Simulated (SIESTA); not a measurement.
# Li under changes of volume

One of the cells (22.041 Å³/atom); the others are scaled copies at fixed shape and fractional positions:

```
Li
1.0
    -1.76627    1.76627    1.76627
     1.76627   -1.76627    1.76627
     1.76627    1.76627   -1.76627
Li
1
Direct
  0.00000 0.00000 0.00000
```

- Program: SIESTA 5.4.2
- Functional: PBE
- Potentials or basis: PseudoDojo 0.4 standard (PBE files)
- Basis: DZP (energy shift 0.002 Ry; radii capped at 9.5 bohr)
- Grid cutoff: 800 Ry
- Energy shift: 0.002 Ry
- k mesh: 11 × 11 × 11
- Occupations: fermi-dirac, width 0.05 eV
- Spin: no spin polarisation

```tsv
volume (Å³/atom)	energy over the lowest point (meV/atom)	pressure (GPa)
20.312	0.51	0.4
20.744	0.00	0.0
21.177	0.40	-0.3
22.041	?	?
22.473	6.29	-1.1
22.905	9.60	-1.3
```

What does the run at 22.041 Å³/atom give?

Energy over the lowest point 3.62 meV/atom; pressure -0.9 GPa.

Worked out: A Birch-Murnaghan fit of order 3 (a polynomial in V^(-2/3)) to the other rows has its minimum at 20.76 Å³/atom with B0 = V·E''(V) = 16.1 GPa and B' = 3.3. It gives 3.61 meV/atom at 22.041 Å³/atom, against the run's 3.62, and -dE/dV = -0.9 GPa, against -0.9.

Energies are extrapolated to zero smearing.

Caveats: semicore shells carry a single zeta, which can move pressures by several GPa and volumes by a few percent; the basis of atomic orbitals isn't converged, which shifts pressures, moduli and gaps.
